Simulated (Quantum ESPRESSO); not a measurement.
# C in Quantum ESPRESSO: relaxation of the atoms with PBE

Aim: the relaxation of the atoms of C with PBE.

Everything below comes from runs of Quantum ESPRESSO 7.5. Logs are shortened: lines on timing, memory, paths and dates and some standing lists are left out, and cuts for length are marked.

## Step 1: Starting point

The cell holds a sheet with vacuum, 2 atoms: a = 2.461 Å, b = 2.461 Å, c = 16.000 Å, α = 90.00°, β = 90.00°, γ = 120.00°.

The cell was built by a generator and needn't be a form met in nature.

## Step 2: Relaxation of the atoms, PBE

Contents of pw.in:

```
&CONTROL
  calculation = 'relax'
  prefix = 'pwscf'
  outdir = './tmp'
  pseudo_dir = './pseudo'
  tprnfor = .true.
  disk_io = 'low'
  nstep = 40
  forc_conv_thr = 0.0004
  etot_conv_thr = 1d-05
/
&SYSTEM
  ibrav = 0
  nat = 2
  ntyp = 1
  ecutwfc = 55
  ecutrho = 440
  nbnd = 9
  occupations = 'smearing'
  smearing = 'mv'
  degauss = 0.00734986
/
&ELECTRONS
  conv_thr = 4d-10
  electron_maxstep = 120
  mixing_beta = 0.5
/
&IONS
  ion_dynamics = 'bfgs'
/
ATOMIC_SPECIES
C     12.0110 C.pbe-n-kjpaw_psl.1.0.0.UPF
CELL_PARAMETERS angstrom
   2.4610000000    0.0000000000    0.0000000000
  -1.2305000000    2.1312885187    0.0000000000
   0.0000000000    0.0000000000   16.0000000000
ATOMIC_POSITIONS crystal
C      0.0000000000    0.0000000000    0.5000000000
C      0.3333333333    0.6666666667    0.5000000000
K_POINTS automatic
18 18 1 0 0 0
```

Potentials or basis: SSSP 1.3 efficiency PBE.

Run with:

```sh
$ OMP_NUM_THREADS=1 pw.x -in pw.in > pw.out
```

pw.out:

```text
This program is part of the open-source Quantum ESPRESSO suite
     for quantum simulation of materials; please cite
         "P. Giannozzi et al., J. Phys.:Condens. Matter 21 395502 (2009);
         "P. Giannozzi et al., J. Phys.:Condens. Matter 29 465901 (2017);
         "P. Giannozzi et al., J. Chem. Phys. 152 154105 (2020);
     in publications or presentations arising from this work. More details at

     file C.pbe-n-kjpaw_psl.1.0.0.UPF: wavefunction(s)  2S 2P renormalized
     Message from routine setup:
     using ibrav=0 with symmetry is DISCOURAGED, use correct ibrav instead

     G-vector sticks info
     --------------------
     sticks:   dense  smooth     PW     G-vecs:    dense   smooth      PW
     Sum         649     313    109                88257    30935    5505

     Using Slab Decomposition

     bravais-lattice index     =            0
     lattice parameter (alat)  =       4.6506  a.u.
     unit-cell volume          =     566.3311 (a.u.)^3
     number of atoms/cell      =            2
     number of atomic types    =            1
     number of electrons       =         8.00
     number of Kohn-Sham states=            9
     kinetic-energy cutoff     =      55.0000  Ry
     charge density cutoff     =     440.0000  Ry
     scf convergence threshold =      4.0E-10
     mixing beta               =       0.5000
     number of iterations used =            8  plain     mixing
     energy convergence thresh.=      1.0E-05
     force convergence thresh. =      4.0E-04
     Exchange-correlation= SLA  PW   PBX  PBC
                           (   1   4   3   4   0   0   0)
     nstep                     =           40

     celldm(1)=   4.650616  celldm(2)=   0.000000  celldm(3)=   0.000000
     celldm(4)=   0.000000  celldm(5)=   0.000000  celldm(6)=   0.000000

     crystal axes: (cart. coord. in units of alat)
               a(1) = (   1.000000   0.000000   0.000000 )
               a(2) = (  -0.500000   0.866025   0.000000 )
               a(3) = (   0.000000   0.000000   6.501422 )

     reciprocal axes: (cart. coord. in units 2 pi/alat)
               b(1) = (  1.000000  0.577350 -0.000000 )
               b(2) = (  0.000000  1.154701  0.000000 )
               b(3) = (  0.000000 -0.000000  0.153812 )

     PseudoPot. # 1 for C  read from file:
     C.pbe-n-kjpaw_psl.1.0.0.UPF
     Pseudo is Projector augmented-wave + core cor, Zval =  4.0
     Generated using "atomic" code by A. Dal Corso  v.5.1
     Shape of augmentation charge: PSQ
     Using radial grid of 1073 points,  4 beta functions with:
                l(1) =   0
                l(2) =   0
                l(3) =   1
                l(4) =   1
     Q(r) pseudized with 0 coefficients

     atomic species   valence    mass     pseudopotential
     C                 4.00    12.01100     C ( 1.00)

     24 Sym. Ops., with inversion, found (12 have fractional translation)

   Cartesian axes

     site n.     atom                  positions (alat units)
         1        C      tau(   1) = (   0.0000000   0.0000000   3.2507111  )
         2        C      tau(   2) = (  -0.0000000   0.5773503   3.2507111  )

     number of k points=    37  Marzari-Vanderbilt smearing, width (Ry)=  0.0073
                       cart. coord. in units 2pi/alat
        k(    1) = (   0.0000000   0.0000000   0.0000000), wk =   0.0061728
        k(    2) = (   0.0000000   0.0641500   0.0000000), wk =   0.0370370
        k(    3) = (   0.0000000   0.1283001   0.0000000), wk =   0.0370370
        k(    4) = (   0.0000000   0.1924501   0.0000000), wk =   0.0370370
        k(    5) = (   0.0000000   0.2566001   0.0000000), wk =   0.0370370
        k(    6) = (   0.0000000   0.3207501   0.0000000), wk =   0.0370370
[... 29 lines left out ...]
        k(   36) = (   0.2777778   0.5452753   0.0000000), wk =   0.0740741
        k(   37) = (   0.3333333   0.5773503   0.0000000), wk =   0.0123457

     Dense  grid:    88257 G-vectors     FFT dimensions: (  36,  36, 216)

     Smooth grid:    30935 G-vectors     FFT dimensions: (  24,  24, 144)

     Initial potential from superposition of free atoms

     starting charge       7.9999, renormalised to       8.0000

     negative rho (up, down):  3.725E-06 0.000E+00
     Starting wfcs are    8 randomized atomic wfcs +    1 random wfcs

     Self-consistent Calculation

     iteration #  1     ecut=    55.00 Ry     beta= 0.50
     Davidson diagonalization with overlap
     ethr =  1.00E-02,  avg # of iterations =  7.8

     negative rho (up, down):  1.052E-05 0.000E+00

     total energy              =     -36.87763174 Ry
     estimated scf accuracy    <       0.20193905 Ry

     iteration #  2     ecut=    55.00 Ry     beta= 0.50
     Davidson diagonalization with overlap
     ethr =  2.52E-03,  avg # of iterations =  2.9

     negative rho (up, down):  2.775E-05 0.000E+00

     total energy              =     -36.88415209 Ry
     estimated scf accuracy    <       0.01816246 Ry

     iteration #  3     ecut=    55.00 Ry     beta= 0.50
     Davidson diagonalization with overlap
     c_bands:  1 eigenvalues not converged
     ethr =  2.27E-04,  avg # of iterations =  7.4

     negative rho (up, down):  3.412E-05 0.000E+00

     total energy              =     -36.88712244 Ry
     estimated scf accuracy    <       0.00058777 Ry

     iteration #  4     ecut=    55.00 Ry     beta= 0.50
     Davidson diagonalization with overlap
     ethr =  7.35E-06,  avg # of iterations =  5.9

     negative rho (up, down):  2.919E-05 0.000E+00

     total energy              =     -36.88715205 Ry
     estimated scf accuracy    <       0.00008293 Ry

     iteration #  5     ecut=    55.00 Ry     beta= 0.50
     Davidson diagonalization with overlap
     ethr =  1.04E-06,  avg # of iterations =  3.5

     negative rho (up, down):  2.821E-05 0.000E+00

     total energy              =     -36.88716824 Ry
     estimated scf accuracy    <       0.00000065 Ry

     iteration #  6     ecut=    55.00 Ry     beta= 0.50
     Davidson diagonalization with overlap
     ethr =  8.09E-09,  avg # of iterations =  2.4

     negative rho (up, down):  2.818E-05 0.000E+00

     total energy              =     -36.88716839 Ry
     estimated scf accuracy    <       0.00000014 Ry

     iteration #  7     ecut=    55.00 Ry     beta= 0.50
     Davidson diagonalization with overlap
     ethr =  1.79E-09,  avg # of iterations =  2.0

     negative rho (up, down):  2.849E-05 0.000E+00

     End of self-consistent calculation

          k = 0.0000 0.0000 0.0000 (  3983 PWs)   bands (ev):

   -21.4307  -9.5158  -4.9041  -4.9041   1.3519   2.1817   2.4925   4.1412
     4.8916

          k = 0.0000 0.0642 0.0000 (  3959 PWs)   bands (ev):

   -21.3576  -9.4282  -5.2025  -5.0615   1.4514   2.2823   2.5939   4.2412
     4.9906

          k = 0.0000 0.1283 0.0000 (  3961 PWs)   bands (ev):

   -21.1385  -9.1663  -6.0222  -5.4797   1.7502   2.5838   2.8980   4.5409
     5.2872

          k = 0.0000 0.1925 0.0000 (  3947 PWs)   bands (ev):

   -20.7745  -8.7333  -7.1997  -6.0424   2.2480   3.0854   3.4049   5.0387
     5.7769

          k = 0.0000 0.2566 0.0000 (  3913 PWs)   bands (ev):

   -20.2675  -8.5783  -8.1356  -6.6404   2.9441   3.7834   4.1144   5.7115
     6.2235

          k = 0.0000 0.3208 0.0000 (  3908 PWs)   bands (ev):

   -19.6205 -10.0432  -7.3849  -7.1974   3.8367   4.5013   4.8476   5.0249
     6.1374

          k = 0.0000 0.3849 0.0000 (  3902 PWs)   bands (ev):

   -18.8385 -11.5169  -7.6654  -6.5043   3.0824   4.9190   5.8091   5.9133
     6.1646

          k = 0.0000 0.4491 0.0000 (  3896 PWs)   bands (ev):

   -17.9310 -12.9446  -8.0157  -5.5458   1.5997   5.7176   6.2437   7.0959
     7.4639

          k = 0.0000 0.5132 0.0000 (  3864 PWs)   bands (ev):

   -16.9276 -14.2697  -8.2315  -4.6530   0.3731   5.6292   7.6905   8.5699
     8.9800

          k = 0.0000-0.5774 0.0000 (  3832 PWs)   bands (ev):

   -16.1635 -15.1424  -8.3043  -4.2255  -0.1686   5.5934   9.2561   9.4021
    10.1081

          k = 0.0556 0.0962 0.0000 (  3973 PWs)   bands (ev):

   -21.2114  -9.2534  -5.7345  -5.3766   1.6506   2.4833   2.7966   4.4411
     5.1887

          k = 0.0556 0.1604 0.0000 (  3941 PWs)   bands (ev):

   -20.9199  -8.9059  -6.6802  -5.9209   2.0491   2.8850   3.2022   4.8402
     5.5847

          k = 0.0556 0.2245 0.0000 (  3923 PWs)   bands (ev):

   -20.4844  -8.3902  -7.9161  -6.5446   2.6463   3.4857   3.8105   5.4346
     6.1677

          k = 0.0556 0.2887 0.0000 (  3915 PWs)   bands (ev):

   -19.9074  -9.3116  -7.7150  -7.1491   3.4411   4.2736   4.6211   5.3503
     6.2515

          k = 0.0556 0.3528 0.0000 (  3905 PWs)   bands (ev):

   -19.1928 -10.7657  -7.6770  -6.8963   3.7995   4.4310   5.3109   5.6312
     6.3571

          k = 0.0556 0.4170 0.0000 (  3885 PWs)   bands (ev):

   -18.3475 -12.2085  -8.0945  -5.9675   2.2918   5.6007   6.1724   6.4951
     6.8598

          k = 0.0556 0.4811 0.0000 (  3870 PWs)   bands (ev):

   -17.3866 -13.5857  -8.3817  -5.0121   0.9159   5.9980   7.0126   7.8733
     8.2726

          k = 0.0556 0.5453 0.0000 (  3855 PWs)   bands (ev):

   -16.3900 -14.7954  -8.5279  -4.2771  -0.0384   5.9308   8.5569   9.4158
     9.8865

          k = 0.1111 0.1925 0.0000 (  3921 PWs)   bands (ev):

   -20.5569  -8.4754  -7.5818  -6.6300   2.5471   3.3861   3.7093   5.3377
     6.0810

          k = 0.1111 0.2566 0.0000 (  3906 PWs)   bands (ev):

   -20.0514  -8.7213  -7.8812  -7.3750   3.2435   4.0845   4.4191   5.7429
     6.0390

          k = 0.1111 0.3208 0.0000 (  3912 PWs)   bands (ev):

   -19.4067 -10.0383  -8.0191  -7.1347   4.1366   4.3395   5.0003   5.3312
     6.9228

          k = 0.1111 0.3849 0.0000 (  3904 PWs)   bands (ev):

   -18.6282 -11.4276  -8.5312  -6.2579   2.8964   5.2232   6.0814   6.4426
     7.1567

          k = 0.1111 0.4491 0.0000 (  3879 PWs)   bands (ev):

   -17.7259 -12.8062  -8.9026  -5.3000   1.4850   6.4866   7.0027   7.3549
     7.7690

          k = 0.1111 0.5132 0.0000 (  3882 PWs)   bands (ev):

   -16.7303 -14.1017  -9.1280  -4.3981   0.2930   6.8650   7.9783   8.7849
     9.2815

          k = 0.1111 0.5774 0.0000 (  3870 PWs)   bands (ev):

   -15.9758 -14.9583  -9.2035  -3.9579  -0.2470   6.8315   9.5131   9.6770
    10.0512

          k = 0.1667 0.2887 0.0000 (  3907 PWs)   bands (ev):

   -19.4782  -9.6420  -8.3006  -7.2147   4.0382   4.5612   4.8798   5.2304
     6.8154

          k = 0.1667 0.3528 0.0000 (  3913 PWs)   bands (ev):

   -18.7695 -10.7565  -9.0673  -6.4056   3.2683   5.0280   5.8653   6.2437
     7.7820

          k = 0.1667 0.4170 0.0000 (  3903 PWs)   bands (ev):

   -17.9328 -12.0151  -9.6016  -5.4838   1.9386   6.2082   7.0284   7.4567
     8.3768

          k = 0.1667 0.4811 0.0000 (  3876 PWs)   bands (ev):

   -16.9850 -13.2949  -9.9392  -4.5221   0.6801   7.5641   8.2497   8.3256
     8.8798

          k = 0.1667 0.5453 0.0000 (  3885 PWs)   bands (ev):

   -16.0076 -14.4510 -10.1041  -3.7540  -0.2448   8.1539   9.1103   9.5273
    10.4820

          k = 0.2222 0.3849 0.0000 (  3905 PWs)   bands (ev):

   -18.0022 -11.5562 -10.0411  -5.5467   2.1164   6.1109   6.9149   7.3572
     8.7873

          k = 0.2222 0.4491 0.0000 (  3893 PWs)   bands (ev):

   -17.1169 -12.5594 -10.7016  -4.5968   0.9435   7.3769   8.0719   8.6696
     9.8143

          k = 0.2222 0.5132 0.0000 (  3884 PWs)   bands (ev):

   -16.1465 -13.6774 -11.0425  -3.6628  -0.1322   8.8009   9.0283   9.7077
    10.1873

          k = 0.2222 0.5774 0.0000 (  3868 PWs)   bands (ev):

   -15.4137 -14.4717 -11.1470  -3.1604  -0.6835   9.2958   9.6375  10.2305
    10.4803

          k = 0.2778 0.4811 0.0000 (  3886 PWs)   bands (ev):

   -16.2016 -13.1875 -11.5861  -3.6403  -0.0682   8.7081   8.8318  10.0758
    10.4615

          k = 0.2778 0.5453 0.0000 (  3892 PWs)   bands (ev):

   -15.2628 -14.0049 -12.0186  -2.7591  -0.9720   8.9185  10.1210  10.9658
    11.4023

          k = 0.3333 0.5774 0.0000 (  3912 PWs)   bands (ev):

   -14.4811 -14.4811 -12.4692  -1.8514  -1.8514   8.7739  11.0671  11.0671
    11.6516

     the Fermi energy is    -1.8375 ev

!    total energy              =     -36.88716842 Ry
     total all-electron energy =      -152.415364 Ry
     estimated scf accuracy    <          3.4E-10 Ry
     smearing contrib. (-TS)   =      -0.00002978 Ry
     internal energy E=F+TS    =     -36.88713864 Ry

     The total energy is F=E-TS. E is the sum of the following terms:
     one-electron contribution =    -170.86590152 Ry
     hartree contribution      =      87.01224189 Ry
     xc contribution           =      -9.28297585 Ry
     ewald contribution        =      68.58371664 Ry
     one-center paw contrib.   =     -12.33421981 Ry

     convergence has been achieved in   7 iterations

     negative rho (up, down):  2.849E-05 0.000E+00

     Forces acting on atoms (cartesian axes, Ry/au):

     atom    1 type  1   force =    -0.00000000    0.00000000    0.00000000
     atom    2 type  1   force =     0.00000000   -0.00000000    0.00000000

     Total force =     0.000000     Total SCF correction =     0.000000

     BFGS Geometry Optimization
     Energy error            =      5.9E-52 Ry
     Gradient error          =      1.7E-26 Ry/Bohr

     bfgs converged in   1 scf cycles and   0 bfgs steps
     (criteria: energy <  1.0E-05 Ry, force <  4.0E-04 Ry/Bohr)

     End of BFGS Geometry Optimization

     Final energy             =     -36.8871684234 Ry
Begin final coordinates

ATOMIC_POSITIONS (crystal)
C                0.0000000000        0.0000000000        0.5000000000
C                0.3333333333        0.6666666667        0.5000000000
End final coordinates

=------------------------------------------------------------------------------=
   JOB DONE.
=------------------------------------------------------------------------------=
```

It took 14 s on 1 thread of Intel Xeon Platinum 8488C (Sapphire Rapids), shared host; peak memory 0.14 GiB.

What came out:

| Item | Value |
| --- | --- |
| Free energy | -501.8755 eV |
| Band gap on the k mesh | none (metal or under the smearing width) |

Final structure:
```
C
1.0
     2.46100    0.00000    0.00000
    -1.23050    2.13129    0.00000
     0.00000    0.00000   16.00000
C
2
Direct
  0.00000 0.00000 0.50000
  0.33333 0.66667 0.50000
```

Caveat: the relaxation stopped at its first step, so nothing moved.
